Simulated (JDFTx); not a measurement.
# TiTe2 (P-3m1) in JDFTx: further runs, part 2 of 2

JDFTx 1.7.0 (patched build).

**3. Relaxation of cell and atoms, PBEsol**

Contents of TiTe2.in:

```
lattice \
    7.1374955727    -3.5687477864     0.0000000000 \
    0.0000000000     6.1812524854     0.0000000000 \
    0.0000000000     0.0000000000    12.2794403578
coords-type Cartesian
ion Te    -0.0000000004     4.1208349905     9.0524034318 1
ion Te     3.5687477867     2.0604174949     3.2270369260 1
ion Ti     0.0000000000     0.0000000000     0.0000000000 1

ion-species pseudo/Te.upf
ion-species pseudo/Ti.upf
elec-cutoff 42 336
elec-ex-corr gga-PBEsol
kpoint-folding 5 5 3
elec-smearing Fermi 0.0018374661
elec-n-bands 30
electronic-SCF nIterations 100 energyDiffThreshold 1e-09
electronic-minimize nIterations 30 energyDiffThreshold 1e-7
forces-output-coords Cartesian
lattice-minimize nIterations 40 energyDiffThreshold 1e-6

dump-name run.$VAR
dump End Ecomponents EigStats BandEigs Kpoints Forces Stress ElecDensity Dtot KEdensity
```

Potentials or basis: PseudoDojo-SR-PBEsol-0.4.1-standard with smoothed tails.

On the command line:

```bash
> jdftx -c 1 -i TiTe2.in -o TiTe2.out
```

The log of the run:

```text
*************** JDFTx 1.7.0 (patched build) ***************

Input parsed successfully to the following command list (including defaults):
[... the input with its defaults ...]

---------- Setting up symmetries ----------

Found 24 point-group symmetries of the bravais lattice
Found 12 space-group symmetries with basis
Applied RMS atom displacement 3.5486e-10 bohrs to make symmetries exact.

---------- Initializing the Grid ----------
R =
[       7.1375     -3.56875            0  ]
[            0      6.18125            0  ]
[            0            0      12.2794  ]
unit cell volume = 541.752
G =
[   0.880307   0.508245         -0  ]
[          0    1.01649          0  ]
[          0         -0   0.511683  ]
Minimum fftbox size, Smin = [  60  60  104  ]
Chosen fftbox size, S = [  60  60  108  ]

---------- Initializing tighter grid for wavefunction operations ----------
R =
[... 158 lines left out ...]
SCF: Cycle:  0   F: -245.060491928592256   dF: -3.755e-06   |Residual|: 4.441e-04   |deigs|: 3.801e-06
	FillingsUpdate:  mu: +0.380393630  nElectrons: 44.000000
SCF: Cycle:  1   F: -245.060491405284068   dF: +5.233e-07   |Residual|: 7.627e-04   |deigs|: 1.135e-04
	FillingsUpdate:  mu: +0.380336003  nElectrons: 44.000000
SCF: Cycle:  2   F: -245.060493474522133   dF: -2.069e-06   |Residual|: 1.448e-04   |deigs|: 7.304e-05
	FillingsUpdate:  mu: +0.380327314  nElectrons: 44.000000
SCF: Cycle:  3   F: -245.060493497568473   dF: -2.305e-08   |Residual|: 3.649e-05   |deigs|: 1.529e-05
	FillingsUpdate:  mu: +0.380330085  nElectrons: 44.000000
[... 872 lines left out ...]
# Energy components:
   Eewald =     -162.4424697660375614
       EH =       65.3658858976256880
     Eloc =     -192.7369998330260898
      Enl =      -58.7520341078352644
      Exc =      -57.4545815019705515
 Exc_core =       23.6763874786032531
       KE =      137.2831138689634258
-------------------------------------
     Etot =     -245.0606979636770575
       TS =        0.0004844928090422
-------------------------------------
        F =     -245.0611824564861081

LatticeMinimize: Iter:  13  F: -245.061182456486108  |grad|_K:  8.151e-05  alpha:  1.000e+00  linmin: -4.728e-02
LatticeMinimize: Converged (|Delta F|<1.000000e-06 for 2 iters).

#--- Lowdin population analysis ---
# oxidation-state Te -0.144 -0.144
# oxidation-state Ti +0.480

Dumping 'run.eigStats' ...
	eMin: -1.692657 at state 1 ( [ +0.000000 +0.000000 +0.333333 ] spin 0 )
	HOMO: +0.403645 at state 2 ( [ +0.000000 +0.200000 +0.000000 ] spin 0 )
	mu  : +0.405985
	LUMO: +0.408399 at state 6 ( [ +0.000000 +0.400000 +0.333333 ] spin 0 )
	eMax: +0.698717 at state 0 ( [ +0.000000 +0.000000 +0.000000 ] spin 0 )
	HOMO-LUMO gap: +0.004755
	Optical gap  : +0.012781 at state 2 ( [ +0.000000 +0.200000 +0.000000 ] spin 0 )
Done!
[note: the HOMO, LUMO and gaps printed at the end count levels as full or empty at half filling, so they show a gap where a level is partly filled]
```

Run time: 18 min. Hardware: 1 thread of Intel Xeon at 2.70GHz, shared host; peak memory 0.22 GiB.

Results:

| Property | Result |
| --- | --- |
| Free energy | -6668.4545 eV |
| Relaxed volume | 25.57 Å³/atom |
| Relaxed cell | a = 3.725 Å, b = 3.725 Å, c = 6.384 Å, α = 90.00°, β = 90.00°, γ = 120.00° |
| Space group after relaxing (to 0.05 Å) | P-3m1 (No. 164) |
| Energy gained by relaxing | 7.0 meV/atom |
| Ionic steps | 14 |
| Pressure after relaxing | 0.0 GPa |
| Band gap on the k mesh | none (metal or under the smearing width) |
| Loewdin charges | Te -0.14; Ti +0.48 e |

Forces on the atoms (eV/Å):
```
Te   0.000  0.000 -0.003
Te   0.000  0.000  0.003
Ti   0.000  0.000  0.000
```

Step by step:
| step | energy change (eV) | largest force (eV/Å) | pressure (GPa) | volume (Å³) |
| --- | --- | --- | --- | --- |
| 1 | 0.0000 | 0.1564 | -2.15 | 80.28 |
| 2 | -0.0063 | 0.0701 | -1.67 | 79.85 |
| 3 | -0.0133 | 0.0492 | -0.87 | 79.00 |
| 4 | -0.0164 | 0.0914 | -0.41 | 78.35 |
| 5 | -0.0186 | 0.1323 | 0.28 | 77.27 |
| 6 | -0.0188 | 0.1305 | 0.48 | 76.88 |
| 7 | -0.0192 | 0.0987 | 0.61 | 76.42 |
| 8 | -0.0201 | 0.0909 | -0.21 | 76.58 |
| 9 | -0.0209 | 0.0191 | 0.00 | 76.68 |
| 10 | -0.0210 | 0.0023 | 0.04 | 76.74 |
| 11 | -0.0210 | 0.0001 | 0.02 | 76.76 |
| 12 | -0.0210 | 0.0031 | 0.00 | 76.78 |
| 13 | -0.0211 | 0.0065 | 0.02 | 76.75 |
| 14 | -0.0211 | 0.0026 | 0.01 | 76.71 |

Final structure:
```
Te Ti
1.0
     3.72499    0.00000    0.00000
    -1.86250    3.22594    0.00000
     0.00000    0.00000    6.38384
Te Ti
2 1
Direct
  0.33333 0.66667 0.73354
  0.66667 0.33333 0.26646
  0.00000 0.00000 0.00000
```

Caveat: the k mesh is coarse (spacing up to 0.38 Å⁻¹), so the values aren't converged; this functional lacks dispersion, which binds the layers, so the pressure and a relaxed spacing across them are unreliable. Spin-orbit coupling is left out, which matters for the levels of Te.
